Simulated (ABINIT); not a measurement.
Runs of ABINIT 10.8.3 (patched build) on V. The structure is hexagonal, space group P6_3/mmc (No. 194). Conventional cell: a = 2.604 Å, b = 2.604 Å, c = 4.723 Å, α = 90.00°, β = 90.00°, γ = 120.00°. Around V (site symmetry -6m2) lie 12 V at 2.60 to 2.80 Å. This isn't the form of V at room conditions, which is bcc.

```csv
smearing,gap on the mesh (eV),pressure (GPa),moment (μB)
fermi-dirac 0.1 eV,none,(a),0.00
cold-b (ABINIT) 0.1 eV,none,-0.2,0.00
gaussian 0.1 eV,none,-0.1,0.00
methfessel-paxton 0.1 eV,none,-0.2,0.00
cold (ABINIT) 0.1 eV,none,-0.2,0.00
```

Alike in all rows: task single point; level PBE; potentials or basis JTH PAW PBE v2.0; spin collinear, ferromagnetic start; cell as given; k mesh 12 × 12 × 6; cutoff (eV) 408.

Question: Fill in the values left out.

Answer: (a) 0.4.

A gap of «none» marks a metal or a gap under the smearing width.
